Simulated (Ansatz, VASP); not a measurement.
# One calculation of Al2O3, two programs

```
Al O
1.0
     3.05882    0.00000    0.00000
    -1.52941    2.64902    0.00000
     0.00000    0.00000    7.37127
Al O
2 3
Direct
  0.00000 0.00000 0.27795
  0.00000 0.00000 0.72205
  0.33333 0.66667 0.19945
  0.66667 0.33333 0.80055
  0.00000 0.00000 0.50000
```

Alike in both runs: task single point; functional LDA; k mesh 12 × 12 × 4; occupations gaussian, width 0.05 eV; no spin polarisation.

```csv
,VASP,Ansatz
version,VASP 6.6.1,Ansatz 0.2.0
potentials or method,"VASP PAW LDA potentials, release 64 (Al, O)","scalar-relativistic, plane waves, PAW"
plane-wave cutoff (eV),520,420
valence electrons in the cell,24,24
```

VASP gave:

```
gap on the k mesh at the Fermi level (eV)       : 2.59
least direct gap on the mesh (eV)               : 2.59
pressure (GPa)                                  : -6.0
largest component of the traceless stress (GPa) : 13.46
rms of the force components (eV/Å)              : 0.556
```

Question: Which values does Ansatz return?

Answer: gap on the k mesh at the Fermi level (eV): 2.61; least direct gap on the mesh (eV): 2.61; pressure (GPa): -6.8; largest component of the traceless stress (GPa): 12.66; rms of the force components (eV/Å): 0.502.

Atom by atom the forces differ by 0.061 eV/Å (rms over components).

Caveats: forces of over 1 eV/Å show positions far from the minimum, so gaps and moduli don't describe the material at rest. A k mesh can miss the band edges. A hybrid or GW would open this gap; LDA tends to underestimate it.
